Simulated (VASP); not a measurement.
Write the native input for VASP 6.6.1 that does the following.

* Task: density of states
* Functional: PBE
* Potentials or basis: VASP PAW PBE potentials, release 64 (Zr_sv, B)
* Cutoff: 520 eV
* k mesh: 3 × 3 × 2
* Occupations: gaussian, width 0.1 eV
* Spin: no spin polarisation
* k mesh for the DOS: 5 × 5 × 3
* Occupations for the DOS: gaussian
* Further INCAR settings: ALGO = Normal; EDIFF = 1e-07; NBANDS = 16

The system is ZrB2.

```
Zr B
1.0
     3.18517    0.00000    0.00000
    -1.59258    2.75843    0.00000
     0.00000    0.00000    3.50128
Zr B
1 2
Direct
  0.00000 0.00000 0.00000
  0.33333 0.66667 0.50000
  0.66667 0.33333 0.50000
```

The input as run:

POSCAR

```
ZrB2                                    
1.0
    3.1851650669      0.0000000000      0.0000000000
   -1.5925825335      2.7584338632      0.0000000000
    0.0000000000      0.0000000000      3.5012842055
  Zr              B             
     1     2
Direct
     0.0000000000000000    0.0000000000000000    0.0000000000000000
     0.3333333300000021    0.6666666699999979    0.5000000000000000
     0.6666666699999979    0.3333333300000021    0.5000000000000000
```

INCAR.step1

```
SYSTEM = ZrB2
ALGO = Normal ; EDIFF = 1E-7
ENCUT = 520 ; GGA = PE
ISIF = 2 ; ISMEAR = 0
LASPH = .True. ; LCHARG = .True.
LMAXMIX = 4 ; LREAL = .False.
LWAVE = .False. ; NBANDS = 16
NELM = 60 ; PREC = Accurate
SIGMA = 0.1
```

KPOINTS.step1

```
k-points
0
Gamma
  3 3 2
  0 0 0
```

INCAR.step2

```
SYSTEM = ZrB2
ALGO = Normal ; EDIFF = 1E-7
ENCUT = 520 ; GGA = PE
ICHARG = 11 ; ISIF = 2
ISMEAR = 0 ; LASPH = .True.
LCHARG = .False. ; LMAXMIX = 4
LORBIT = 11 ; LREAL = .False.
LWAVE = .False. ; NBANDS = 16
NEDOS = 1001 ; NELM = 60
PREC = Accurate ; SIGMA = 0.1
```

KPOINTS.step2

```
k-points
0
Gamma
  5 5 3
  0 0 0
```

Potentials or basis: VASP PAW PBE potentials, release 64 (Zr_sv, B).

Command:

```bash
$ cat potpaw_PBE.64/Zr_sv/POTCAR potpaw_PBE.64/B/POTCAR > POTCAR
$ cp INCAR.step1 INCAR
$ cp KPOINTS.step1 KPOINTS
$ mpirun -np 1 vasp_std > vasp.out
$ cp INCAR.step2 INCAR
$ cp KPOINTS.step2 KPOINTS
$ mpirun -np 1 vasp_std > vasp.out
```

It gave:

```json
{
  "Valence electrons inside the program's atomic spheres": "Zr 10.02; B 1.87"
}
```

Caveat: the k mesh is coarse (spacing up to 0.90 Å⁻¹), so the values aren't converged.

It took 9.4 s on 1 thread of AMD EPYC 7R13 Processor (Zen 3), on a shared host, peak memory 0.11 GiB.
